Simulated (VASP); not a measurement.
Wanted: the native input for a VASP 6.6.1 run.

| Item | Value |
| --- | --- |
| Task | relaxation of cell and atoms |
| Functional | LDA |
| Potentials or basis | VASP PAW LDA potentials, release 64 (In_d, Sb) |
| Cutoff | 520 eV |
| k mesh | 8 × 8 × 8 |
| Occupations | gaussian, width 0.02 eV |
| Spin | no spin polarisation |
| Further INCAR settings | ALGO = Fast; EDIFF = 1e-07; IBRION = 2; EDIFFG = -0.002; NSW = 80; ISIF = 3 |

The structure of InSb lies in POSCAR:

```
InSb
1.0
    0.0000000000      3.2391000000      3.2391000000
    3.2391000000      0.0000000000      3.2391000000
    3.2391000000      3.2391000000      0.0000000000
In Sb
1 1
Direct
    0.0000000000      0.0000000000      0.0000000000
    0.2500000000      0.2500000000      0.2500000000
```

These files were run (other wordings do the same):

INCAR

```
SYSTEM = InSb
PREC = Accurate
ENCUT = 520
EDIFF = 1E-7
ISMEAR = 0
SIGMA = 0.02
LREAL = .False.
LASPH = .True.
NELM = 60
ALGO = Fast
ISIF = 3
LWAVE = .False.
LCHARG = .False.
GGA = CA
IBRION = 2
NSW = 80
EDIFFG = -0.002
```

KPOINTS

```
regular mesh
0
Gamma
  8 8 8
  0 0 0
```

Potentials or basis: VASP PAW LDA potentials, release 64 (In_d, Sb).

Command:

```sh
$ cat potpaw_LDA.64/In_d/POTCAR potpaw_LDA.64/Sb/POTCAR > POTCAR
$ mpirun -np 1 vasp_std > vasp.out
```

It gave:

```
Relaxed volume                         : 33.62 Å³/atom
Relaxed cell                           : a = 4.565 Å, b = 4.565 Å, c = 4.565 Å, α = 60.00°, β = 60.00°, γ = 60.00°
Space group after relaxing (to 0.05 Å) : F-43m (No. 216)
Energy gained by relaxing              : 0.6 meV/atom
Ionic steps                            : 5
Pressure after relaxing                : 0.0 GPa
Band gap on the k mesh                 : none (metal or under the smearing width)
```

Caveat: this crystal is a semiconductor, whose small gap the functional closes, so the metal is an error of the method.

It took 78 s on 1 thread of Intel(R) Xeon(R) Platinum 8488C (Sapphire Rapids) (shared host), peak memory 0.19 GiB.
